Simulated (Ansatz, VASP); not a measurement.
## InP in VASP and in Ansatz

```
CELL_PARAMETERS angstrom
0.00000 2.77240 2.77240
2.77240 0.00000 2.77240
2.77240 2.77240 0.00000
ATOMIC_POSITIONS crystal
In 0.00000 0.00000 0.00000
P 0.50000 0.50000 0.50000
```

Measurements of this composition are mostly on another form, of space group No. 216.

Alike in both runs: functional PBE; k mesh 6 × 6 × 6; occupations gaussian, width 0.1 eV; no spin polarisation.

Ansatz relaxed the structure, and its values are those at the end. VASP's run is a single point on that final structure, the one shown.

|  | VASP | Ansatz |
| --- | --- | --- |
| version | VASP 6.6.1 | Ansatz 0.2.0 |
| potentials or method | VASP PAW PBE potentials, release 64 (In_d, P) | scalar-relativistic, plane waves, PAW |
| plane-wave cutoff (eV) | 520 | 420 |
| valence electrons in the cell | 18 | 18 |

|  | VASP | Ansatz | Ansatz less VASP |
| --- | --- | --- | --- |
| gap on the k mesh at the Fermi level (eV) | none | none | - |
| pressure (GPa) | -0.1 | 0.0 | +0.05 |

A gap of «none» marks a metal or a gap that the smearing closes.
